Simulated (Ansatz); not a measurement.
The system is PbS.

```
CELL_PARAMETERS angstrom
3.65366 0.00000 0.00000
0.00000 3.65366 0.00000
0.00000 0.00000 3.65366
ATOMIC_POSITIONS crystal
Pb 0.00000 0.00000 0.00000
S 0.50000 0.50000 0.50000
```

Measurements of this composition are mostly on another form, of space group No. 225.

| Property | Result |
| --- | --- |
| Program | Ansatz 0.2.0 |
| Task | relaxation of cell and atoms |
| Functional | RPBE |
| Dispersion | D3(BJ) |
| Potentials or basis | Ansatz PAW |
| Cutoff | 420 eV (not typed: the program's choice for these potentials) |
| k mesh | 7 × 7 × 7 |
| Occupations | fermi-dirac, width 0.05 eV |
| Spin | no spin polarisation |

At the start: volume 24.39 Å³/atom.

**Question.** Where does the relaxation end?

**Answer.** It ends after 6 steps and the volume is 18.65 Å³/atom (-23.5 %); space group Pm-3m (No. 221, to 0.05 Å).

Step by step:
```
step  energy change (eV)  largest force (eV/Å)  volume (Å³)
   1              0.0000                0.0000        48.77
   2             -0.6136                0.0000        41.98
   3             -0.7714                0.0000        35.85
   4             -0.7930                0.0000        37.63
   5             -0.7941                0.0000        37.30
   6             -0.7933                0.0000        37.30
```

Final structure:
```cif
data_structure
_symmetry_space_group_name_H-M 'P 1'
_symmetry_Int_Tables_number 1
_cell_length_a 3.3413
_cell_length_b 3.3413
_cell_length_c 3.3413
_cell_angle_alpha 90.000
_cell_angle_beta 90.000
_cell_angle_gamma 90.000
_cell_volume 37.30
loop_
_atom_site_label
_atom_site_type_symbol
_atom_site_fract_x
_atom_site_fract_y
_atom_site_fract_z
_atom_site_occupancy
Pb1 Pb 0.00000 0.00000 0.00000 1
S1 S 0.50000 0.50000 0.50000 1
```

Caveat: the volume moved by over 15 % at a fixed basis, so the end points are rough; the plane-wave basis is chosen anew once the cell has moved, so the energies of steps on either side of that aren't comparable; pairwise dispersion overbinds metals, which lowers pressure and volume; the PAW data sets come from PBE, with cores solved anew for the run's functional, which leaves a small shift of forces and pressure.
